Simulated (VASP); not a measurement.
Wanted: the native input for a VASP 6.6.1 run.

- Task: relaxation of cell and atoms
- Functional: PBE
- Potentials or basis: VASP PAW PBE potentials, release 64 (Hf_pv, O_s)
- Cutoff: 480 eV
- k mesh: 6 × 6 × 8
- Occupations: fermi-dirac, width 0.05 eV
- Spin: no spin polarisation
- Further INCAR settings: ALGO = Fast; EDIFF = 1e-07; IBRION = 2; EDIFFG = -0.01; NSW = 40; ISIF = 3

The structure of HfO2 lies in POSCAR:

```
HfO2
1.0
    4.8135329900      0.0000000000      0.0000000000
    0.0000000000      4.8135329900      0.0000000000
    0.0000000000      0.0000000000      3.2054154100
Hf O
2 4
Direct
    0.5000000000      0.5000000000      0.5000000000
    0.0000000000      0.0000000000      0.0000000000
    0.8050448800      0.1949551200      0.5000000000
    0.6949551200      0.6949551200      0.0000000000
    0.3050448800      0.3050448800      0.0000000000
    0.1949551200      0.8050448800      0.5000000000
```

Measurements of this composition are mostly on another form, of space group No. 14.

The input as run:

INCAR

```
SYSTEM = HfO2
PREC = Accurate
ENCUT = 480
EDIFF = 1E-7
ISMEAR = -1
SIGMA = 0.05
LREAL = .FALSE.
LASPH = .TRUE.
NELM = 60
ALGO = Fast
ISIF = 3
LWAVE = .FALSE.
LCHARG = .FALSE.
GGA = PE
IBRION = 2
NSW = 40
EDIFFG = -0.01
```

KPOINTS

```
regular mesh
0
G
  6 6 8
  0 0 0
```

Potentials or basis: VASP PAW PBE potentials, release 64 (Hf_pv, O_s).

Command:

```console
$ cat potpaw_PBE.64/Hf_pv/POTCAR potpaw_PBE.64/O_s/POTCAR > POTCAR
$ mpirun -np 1 vasp_std > vasp.out
```

It gave:

```
Relaxed volume                         : 12.68 Å³/atom
Relaxed cell                           : a = 4.856 Å, b = 4.856 Å, c = 3.226 Å, α = 90.00°, β = 90.00°, γ = 90.00°
Space group after relaxing (to 0.05 Å) : P4_2/mnm (No. 136)
Energy gained by relaxing              : 4.9 meV/atom
Ionic steps                            : 6
Pressure after relaxing                : 0.1 GPa
Largest force after relaxing           : 0.007 eV/Å
Band gap on the k mesh                 : 3.90 eV, direct
```

Caveat: spin-orbit coupling is left out, which moves the levels of the heavy elements.

Wall time 3.8 min on 1 thread of Intel(R) Xeon(R) Platinum 8488C (Sapphire Rapids) (shared host), peak memory 0.22 GiB.
